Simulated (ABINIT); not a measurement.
Crystal: BaS.

```
Ba S
1.0
     0.00000    3.19375    3.19375
     3.19375    0.00000    3.19375
     3.19375    3.19375    0.00000
Ba S
1 1
Direct
  0.00000 0.00000 0.00000
  0.50000 0.50000 0.50000
```

Base run:

| Property | Result |
| --- | --- |
| Program | ABINIT 10.8.3 (patched build) |
| Functional | HCTH407 |
| Potentials or basis | JTH PAW PBE v2.0 |
| Cutoff | 544 eV |
| k mesh | 7 × 7 × 7 |
| Occupations | fermi-dirac, width 0.05 eV |
| Spin | no spin polarisation |

Its results: band gap on the k mesh 2.64 eV, indirect (least direct gap 2.79 eV); pressure 3.4 GPa.

**Question.** After a change of settings the same cell gave: band gap on the k mesh 2.08 eV, indirect (least direct gap 2.22 eV); pressure -0.9 GPa. Which change was it?
A. functional from HCTH407 to BP86; spin from no spin polarisation to spin-orbit coupling, no magnetisation
B. functional from HCTH407 to AM05
C. functional from HCTH407 to PBEsol; potentials or basis from JTH PAW PBE v2.0 to PseudoDojo NC SR PBEsol v0.4 stringent; cutoff from 544 eV to 762 eV
D. functional from HCTH407 to LDA; potentials or basis from JTH PAW PBE v2.0 to JTH PAW LDA v2.0

**Answer.** C.

Caveats: spin-orbit coupling is left out, which moves the levels of the heavy elements; this set's barium file shifts pressures by 1.5 GPa and gaps by 0.1 eV against other sets (some runs); the PAW data sets were made with another functional, which shifts forces and pressure a little (some runs).
